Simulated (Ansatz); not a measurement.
# Screened interactions in MoS2 (1H sheet)

Wanted: the parameters of a Hubbard-Kanamori model for MoS2 (1H sheet).

Method: non-magnetic PBEsol, then constrained RPA, plane waves, PAW, in Ansatz 0.2.0.

Most raw output is cut from this account.

### Step 1. Starting point

The cell holds 3 atoms: 1 Mo and 2 S. Its edges and angles: a = 3.140 Å, b = 3.140 Å, c = 30.263 Å, α = 90.0°, β = 90.0°, γ = 120.0°. Vacuum lies along c.

The structure was relaxed with PBEsol. The structure was generated from a model, not taken from a measurement. The runs that relaxed it are not among those shown. The program's search for lower electronic states was switched off, so nothing shows that the state found is the lowest. The default PAW set here is soft_2. Its files were made with PBE. The Coulomb interaction is cut off across the vacuum.

### Step 2. PBEsol bands and orbital weights

This step: DFT, PBEsol, plane waves, PAW.

File input.yaml:

```yaml
crystal:
  lattice:
    - [-2.71969099, 1.57021433, 0.0]
    - [0.0, -3.14042865, 0.0]
    - [0.0, 0.0, 30.26341314]
  atoms:
    - { symbol: Mo, position: [0.0, 0.0, 0.3124002101] }
    - { symbol: S, position: [0.3333333333, 0.6666666667, 0.3638940654] }
    - { symbol: S, position: [0.3333333333, 0.6666666667, 0.2609063547] }
  periodic: [true, true, false]
kpoints:
  mp_grid: { grid: [12, 12, 1] }
  band_path:
    path:
      - [0.0, 0.0, 0.0]
      - [0.5, 0.0, 0.0]
      - [0.33333333, 0.33333333, 0.0]
      - [0.0, 0.0, 0.0]
    npoints: 10
hamiltonian:
  xc: pbesol
scf:
  occupations: { method: gaussian, width: 0.08 }
  n_extra_bands: 19
  max_iter: 150
  lower_state_search: "off"
output:
  eigenvalues: true
  forces: true
  stress: true
  fatbands: true
  write_density: true
  write_potential: true
  elf: true
  volumetric_format: npy
```

On the command line:

```bash
> ansatz run input.yaml --threads 4 --pin off --max-ram 14745MiB --backend cpu --events-out ev --progress --plain --runs-dir out
```

Wall time 14 s (4 threads of Arm Neoverse V1, shared host); peak memory 0.62 GiB; 54 s of CPU time.

This step gave:

- filled bands: 13
- gap: 1.807 eV
- valence top at: K
- conduction bottom at: K
- least direct gap: 1.807 eV

The gap is direct, at (0.333, 0.333, 0.000).

Electronic bands along the path, in eV, zero at the Fermi level:

| point | band 10 | band 11 | band 12 | band 13 | band 14 | band 15 | band 16 | band 17 |
| --- | --- | --- | --- | --- | --- | --- | --- | --- |
| Γ | -2.75 | -2.36 | -2.36 | -0.98 | 1.99 | 1.99 | 2.27 | 2.27 |
| halfway | -3.39 | -2.64 | -2.23 | -1.67 | 1.30 | 1.58 | 2.11 | 3.05 |
| M | -4.10 | -2.81 | -1.78 | -1.56 | 1.50 | 2.01 | 3.04 | 3.58 |
| halfway | -4.10 | -3.27 | -2.81 | -1.21 | 1.38 | 2.31 | 2.66 | 3.65 |
| K | -4.47 | -3.85 | -3.08 | -0.90 | 0.90 | 2.15 | 2.81 | 4.23 |
| halfway | -4.16 | -2.86 | -1.91 | -1.71 | 1.06 | 1.69 | 1.86 | 3.45 |
| Γ | -2.75 | -2.36 | -2.36 | -0.98 | 1.99 | 1.99 | 2.27 | 2.27 |

Of the projections kept (Mo 4d, S 3p), the largest for each band there; the rest of the weight can lie on other orbitals:

| point | band 10 | band 11 | band 12 | band 13 | band 14 | band 15 | band 16 | band 17 |
| --- | --- | --- | --- | --- | --- | --- | --- | --- |
| Γ | S 3p 0.98 | Mo 4d 0.58 | Mo 4d 0.58 | Mo 4d 0.58 | S 3p 0.57 | S 3p 0.57 | S 3p 0.68 | S 3p 0.68 |
| M | Mo 4d 0.52 | S 3p 0.81 | S 3p 0.90 | Mo 4d 0.48 | Mo 4d 0.92 | Mo 4d 0.74 | Mo 4d 0.43 | S 3p 0.53 |
| K | S 3p 0.61 | S 3p 0.97 | S 3p 0.65 | Mo 4d 0.79 | Mo 4d 0.79 | Mo 4d 0.45 | Mo 4d 0.60 | Mo 4d 0.54 |
| Γ | S 3p 0.98 | Mo 4d 0.58 | Mo 4d 0.58 | Mo 4d 0.58 | S 3p 0.57 | S 3p 0.57 | S 3p 0.68 | S 3p 0.68 |

ELF in the ca plane at fractional y = 0.667, with atoms of S within 0.2 Å of it. It is the smooth field of the valence electrons, not physical close to the nuclei.

Values, 5 rows by 16 columns, each cell a mean:
```
0.00 0.00 0.00 0.00 0.00 0.01 0.11 0.27 0.24 0.24 0.27 0.11 0.01 0.00 0.00 0.00
0.00 0.00 0.00 0.00 0.00 0.11 0.47 0.62 0.30 0.30 0.62 0.47 0.11 0.00 0.00 0.00
0.00 0.00 0.00 0.00 0.03 0.46 0.89 0.58 0.49 0.49 0.58 0.89 0.45 0.03 0.00 0.00
0.00 0.00 0.00 0.00 0.04 0.52 0.91 0.38 0.50 0.50 0.38 0.91 0.52 0.04 0.00 0.00
0.00 0.00 0.00 0.00 0.01 0.23 0.71 0.77 0.38 0.38 0.77 0.71 0.22 0.01 0.00 0.00
```
Columns run along c (16.0 Å, from fractional 0.02 to 0.55 of the cell), rows up along a (3.1 Å). Atoms in or near the plane, at fractional coordinates: S at (0.36, 0.33), S at (0.26, 0.33).

Electrostatic potential energy in the ca plane at fractional y = 0.667, with atoms of S within 0.2 Å of it. With pseudopotentials it is smooth inside the atoms' cores, unlike the true potential.

Ten even steps from '0' (-41 eV) to '9' (0 eV), each cell a mean:
```
99999999999999999999987544688999999999999999
99999999999999999999987534688999999999999999
99999999999999999988777766777789999999999999
99999999999999999962126888741148999999999999
99999999999999999830003788600006999999999999
99999999999999999820103788600006999999999999
99999999999999999851016888730037999999999999
99999999999999999987677766776689999999999999
```
Columns run along c (16.0 Å, from fractional 0.02 to 0.55 of the cell; values clipped at the 3rd and 97th percentile), rows up along a (3.1 Å). Atoms in or near the plane, at fractional coordinates: S at (0.36, 0.33), S at (0.26, 0.33).

### Step 3. Constrained RPA: Mo d, bands v1 to c4, 6×6×1 mesh, medium accuracy

Constrained RPA screens the interaction with every transition except those inside the target bands, which a later many-body model would treat itself.

This step: constrained RPA on PBEsol, plane waves, PAW.

input.yaml, the sections that differ from step 2:

```yaml
kpoints:
  mp_grid: { grid: [12, 12, 1] }
output:
  crpa:
    kmesh: [6, 6, 1]
    target_bands: [v1, c4]
    projections: [{ species: Mo, l: d, shell: 4 }]
  local_orbitals:
    kmesh: [12, 12, 1]
    orbitals: [{ species: Mo, l: d, shell: 4 }]
    window: { bands: [v1, c4] }
    seedname: lo
# crystal, hamiltonian, scf: as in step 2
```

Wall time 2 min (4 threads); peak memory 1.6 GiB; 7.7 min of CPU time.

Numbers from this step:

| Property | Result |
| --- | --- |
| U | 2.455 eV |
| U prime (inter-orbital) | 2.082 eV |
| J | 0.1816 eV |
| bare V | 8.832 eV |
| bare J | 0.2815 eV |
| stated bound on U | 0.004302 eV |
| U over bare V | 0.2779 |
| electrons in the window | 2 |
| head of the constrained inverse dielectric matrix | 0.5912 |
| least eigenvalue of the projection's overlap | 0.3038 |
| target functions | 5 |
| bands in the sums | 34 |
| r.m.s. miss of the model bands | 0.006259 eV |
| width of the target bands | 6.156 eV |
| weight of the projected orbitals in the window | 0.5525 |

On the Mo d shell, screening brings the on-site interaction from 8.8 eV down to U = 2.45 eV.

Kanamori averages over each shell's functions. Crpa shells, by row:

| site | element | shell | orbitals | U (eV) | U' (eV) | J (eV) | bare V (eV) | bare V' (eV) | bare J (eV) | bound on U (eV) |
| --- | --- | --- | --- | --- | --- | --- | --- | --- | --- | --- |
| 1 | Mo | 4D | 5 | 2.455 | 2.082 | 0.1816 | 8.832 | 8.234 | 0.2815 | 0.004302 |

Density-density elements U_iijj, eV. U matrix, by row:

| orbital | Mo1 dz2 | Mo1 dxz | Mo1 dyz | Mo1 dx2-y2 | Mo1 dxy |
| --- | --- | --- | --- | --- | --- |
| Mo1 dz2 | 2.701 | 2.172 | 2.172 | 2.108 | 2.108 |
| Mo1 dxz | 2.172 | 2.358 | 1.987 | 2.026 | 2.038 |
| Mo1 dyz | 2.172 | 1.987 | 2.358 | 2.038 | 2.026 |
| Mo1 dx2-y2 | 2.108 | 2.026 | 2.038 | 2.428 | 2.151 |
| Mo1 dxy | 2.108 | 2.038 | 2.026 | 2.151 | 2.428 |

Exchange elements U_ijji, eV. J matrix, by row:

| orbital | Mo1 dz2 | Mo1 dxz | Mo1 dyz | Mo1 dx2-y2 | Mo1 dxy |
| --- | --- | --- | --- | --- | --- |
| Mo1 dz2 | - | 0.14 | 0.14 | 0.238 | 0.238 |
| Mo1 dxz | 0.14 | - | 0.185 | 0.19 | 0.177 |
| Mo1 dyz | 0.14 | 0.185 | - | 0.177 | 0.19 |
| Mo1 dx2-y2 | 0.238 | 0.19 | 0.177 | - | 0.139 |
| Mo1 dxy | 0.238 | 0.177 | 0.19 | 0.139 | - |

Projected local orbitals of the target window. Electronic bands along the path, in eV, zero at the Fermi level; v1 is the highest filled band, c1 the lowest empty one:

| point | v1 | c1 | c2 | c3 | c4 |
| --- | --- | --- | --- | --- | --- |
| Γ | -0.98 | 1.99 | 1.99 | 2.27 | 2.27 |
| halfway | -1.67 | 1.30 | 1.58 | 2.11 | 3.05 |
| M | -1.56 | 1.50 | 2.01 | 3.04 | 3.58 |
| halfway | -1.21 | 1.38 | 2.31 | 2.66 | 3.65 |
| K | -0.90 | 0.90 | 2.15 | 2.81 | 4.23 |
| halfway | -1.71 | 1.06 | 1.69 | 1.86 | 3.45 |
| Γ | -0.98 | 1.99 | 1.99 | 2.27 | 2.27 |

The same for Kohn-Sham, solved directly:

| point | v1 | c1 | c2 | c3 | c4 |
| --- | --- | --- | --- | --- | --- |
| Γ | -0.98 | 1.99 | 1.99 | 2.27 | 2.27 |
| M | -1.56 | 1.50 | 2.01 | 3.04 | 3.58 |
| K | -0.90 | 0.90 | 2.15 | 2.81 | 4.23 |
| Γ | -0.98 | 1.99 | 1.99 | 2.27 | 2.27 |

Onsite levels, by row:

| orbital | level less Fermi level (eV) |
| --- | --- |
| Mo1 dz2 | 0.1907 |
| Mo1 dxz | 2.848 |
| Mo1 dyz | 2.848 |
| Mo1 dx2-y2 | 0.8146 |
| Mo1 dxy | 0.8146 |

Largest distinct elements between sites. Hoppings, by row:

| from | to | cell | distance (Å) | t (eV) |
| --- | --- | --- | --- | --- |
| Mo1 dz2 | Mo1 dxy | 1 1 0 | 3.14 | 0.5412 |
| Mo1 dx2-y2 | Mo1 dxy | 1 1 0 | 3.14 | -0.5232 |
| Mo1 dx2-y2 | Mo1 dz2 | 1 1 0 | 3.14 | 0.5216 |
| Mo1 dx2-y2 | Mo1 dz2 | 0 1 0 | 3.14 | -0.4159 |
| Mo1 dxy | Mo1 dz2 | 0 -1 0 | 3.14 | 0.3621 |
| Mo1 dxy | Mo1 dx2-y2 | 0 -1 0 | 3.14 | 0.3576 |
| Mo1 dxy | Mo1 dxy | 0 -1 0 | 3.14 | 0.3072 |
| Mo1 dxz | Mo1 dyz | -2 0 0 | 6.281 | -0.2811 |
| Mo1 dz2 | Mo1 dz2 | -1 0 0 | 3.14 | -0.2405 |
| Mo1 dx2-y2 | Mo1 dx2-y2 | -1 0 0 | 3.14 | 0.2116 |
| Mo1 dyz | Mo1 dyz | 0 1 0 | 3.14 | -0.1948 |
| Mo1 dxy | Mo1 dx2-y2 | 1 0 0 | 3.14 | -0.192 |

### Step 4. Constrained RPA: Mo d + anion p, bands v7 to c4, 6×6×1 mesh, medium accuracy

input.yaml, the sections that differ from step 3:

```yaml
output:
  crpa:
    kmesh: [6, 6, 1]
    target_bands: [v7, c4]
    projections: [{ species: Mo, l: d, shell: 4 }, { species: S, l: p, shell: 3 }]
  local_orbitals:
    kmesh: [12, 12, 1]
    orbitals: [{ species: Mo, l: d, shell: 4 }, { species: S, l: p, shell: 3 }]
    window: { bands: [v7, c4] }
    seedname: lo
# crystal, kpoints, hamiltonian, scf: as in step 3
```

It took 5.5 min on 4 threads; peak memory 1.9 GiB.

This step gave:

- U: 6.733 eV
- U prime (inter-orbital): 6.001 eV
- J: 0.3771 eV
- bare V: 13.30 eV
- bare J: 0.4999 eV
- stated bound on U: 0.02118 eV
- U over bare V: 0.5062
- electrons in the window: 14
- head of the constrained inverse dielectric matrix: 0.8305
- least eigenvalue of the projection's overlap: 0.6980
- target functions: 11
- bands in the sums: 34
- r.m.s. miss of the model bands: 3.78e-4 eV
- width of the target bands: 11.08 eV
- weight of the projected orbitals in the window: 0.9352

On the Mo d shell, screening brings the on-site interaction from 13.3 eV down to U = 6.73 eV.

Kanamori averages over each shell's functions. Crpa shells, by row:

| site | element | shell | orbitals | U (eV) | U' (eV) | J (eV) | bare V (eV) | bare V' (eV) | bare J (eV) | bound on U (eV) |
| --- | --- | --- | --- | --- | --- | --- | --- | --- | --- | --- |
| 1 | Mo | 4D | 5 | 6.733 | 6.001 | 0.3771 | 13.3 | 12.33 | 0.4999 | 0.02118 |
| 2 | S | 3P | 3 | 6.898 | 5.972 | 0.4749 | 12.52 | 11.15 | 0.7053 | 0.0182 |
| 3 | S | 3P | 3 | 6.898 | 5.972 | 0.4749 | 12.52 | 11.15 | 0.7053 | 0.0182 |

Projected local orbitals of the target window. The electronic bands at the labelled points (eV, zero at the Fermi level; v1 is the highest filled band, c1 the lowest empty one):

| point | v4 | v3 | v2 | v1 | c1 | c2 | c3 | c4 |
| --- | --- | --- | --- | --- | --- | --- | --- | --- |
| Γ | -2.75 | -2.36 | -2.36 | -0.98 | 1.99 | 1.99 | 2.27 | 2.27 |
| halfway | -3.39 | -2.64 | -2.23 | -1.67 | 1.30 | 1.58 | 2.11 | 3.05 |
| M | -4.10 | -2.81 | -1.78 | -1.56 | 1.50 | 2.01 | 3.04 | 3.58 |
| halfway | -4.10 | -3.27 | -2.81 | -1.21 | 1.38 | 2.31 | 2.66 | 3.65 |
| K | -4.47 | -3.85 | -3.08 | -0.90 | 0.90 | 2.15 | 2.81 | 4.23 |
| halfway | -4.16 | -2.86 | -1.91 | -1.71 | 1.06 | 1.69 | 1.86 | 3.45 |
| Γ | -2.75 | -2.36 | -2.36 | -0.98 | 1.99 | 1.99 | 2.27 | 2.27 |

The same for Kohn-Sham, solved directly:

| point | v4 | v3 | v2 | v1 | c1 | c2 | c3 | c4 |
| --- | --- | --- | --- | --- | --- | --- | --- | --- |
| Γ | -2.75 | -2.36 | -2.36 | -0.98 | 1.99 | 1.99 | 2.27 | 2.27 |
| M | -4.10 | -2.81 | -1.78 | -1.56 | 1.50 | 2.01 | 3.04 | 3.58 |
| K | -4.47 | -3.85 | -3.08 | -0.90 | 0.90 | 2.15 | 2.81 | 4.23 |
| Γ | -2.75 | -2.36 | -2.36 | -0.98 | 1.99 | 1.99 | 2.27 | 2.27 |

Onsite levels, by row:

| orbital | level less Fermi level (eV) |
| --- | --- |
| Mo1 dz2 | -1.32 |
| Mo1 dxz | -0.2235 |
| Mo1 dyz | -0.2235 |
| Mo1 dx2-y2 | -1.088 |
| Mo1 dxy | -1.088 |
| S2 pz | -2.471 |
| S2 px | -2.25 |
| S2 py | -2.25 |
| S3 pz | -2.471 |
| S3 px | -2.25 |
| S3 py | -2.25 |

Largest distinct elements between sites. Hoppings, by row:

| from | to | cell | distance (Å) | t (eV) |
| --- | --- | --- | --- | --- |
| S3 px | Mo1 dxz | 1 1 0 | 2.391 | -1.609 |
| S3 py | Mo1 dyz | 0 1 0 | 2.391 | -1.058 |
| S2 pz | Mo1 dxz | 1 1 0 | 2.391 | 1.034 |
| Mo1 dxz | S3 py | 0 0 0 | 2.391 | -0.9556 |
| S3 pz | S2 pz | 0 0 0 | 3.117 | 0.9424 |
| S3 py | S3 py | 0 -1 0 | 3.14 | 0.9243 |
| S3 px | Mo1 dx2-y2 | 0 0 0 | 2.391 | 0.9044 |
| S3 pz | Mo1 dyz | 0 1 0 | 2.391 | 0.8958 |
| Mo1 dx2-y2 | S2 pz | -1 -1 0 | 2.391 | 0.7561 |
| Mo1 dz2 | S2 px | -1 -1 0 | 2.391 | 0.7454 |
| S2 px | S2 px | -1 -1 0 | 3.14 | 0.6704 |
| Mo1 dxy | S2 pz | 0 0 0 | 2.391 | 0.6548 |

### Step 5. The windows together

Times are wall times on 4 threads of Arm Neoverse V1, shared host, good to a factor of about two.

| target | bands | functions | width (eV) | bare V (eV) | U (eV) | U′ (eV) | J (eV) | U/V | time |
| --- | --- | --- | --- | --- | --- | --- | --- | --- | --- |
| Mo d | v1–c4 | 5 | 6.16 | 8.83 | 2.45 | 2.08 | 0.18 | 0.28 | 2 min |
| Mo d + anion p | v7–c4 | 11 | 11.08 | 13.30 | 6.73 | 6.00 | 0.38 | 0.51 | 5.5 min |

### Step 6. What came out

| Property | Result |
| --- | --- |
| Mo d | U 2.45 eV, U′ 2.08 eV, J 0.18 eV, bare V 8.8 eV |
| Mo d + anion p | U 6.73 eV, U′ 6.00 eV, J 0.38 eV, bare V 13.3 eV |
| method | constrained RPA on non-magnetic PBEsol, 6×6×1 mesh, static; search for lower states off |

What this shows: For Mo d, screening cuts the on-site interaction from 8.83 eV to 2.45 eV. U − 2J differs from U′ by +0.01 eV, so the Kanamori relation holds well. U is 0.40 times the width of the target bands. With the window Mo d + anion p U becomes 6.73 eV and the bare V 13.30 eV, so U/V goes from 0.28 to 0.51. The parent state is non-magnetic and the interaction static (zero frequency); U depends on the window and the orbitals, so it belongs to this model alone. A window that holds the anion p bands defines a model with explicit ligands; its U belongs to that model and is not the U of DFT+U.

[Paths, hosts, dates, memory and timing lines, banners, echoed tables and standing remarks are left out of the program output.]

[Logs are printed without paths, hosts, clocks, repeated set-up lines and the standing remarks that a program may print on its own settings, such as how far it seeks lower states.]

[Runs of the session that timed out or met a known fault of the program may be left out.]

[Hosts, paths, dates, database ids (printed as entryN), source tags and the programs' standing remarks are cut or masked in the printed files.]
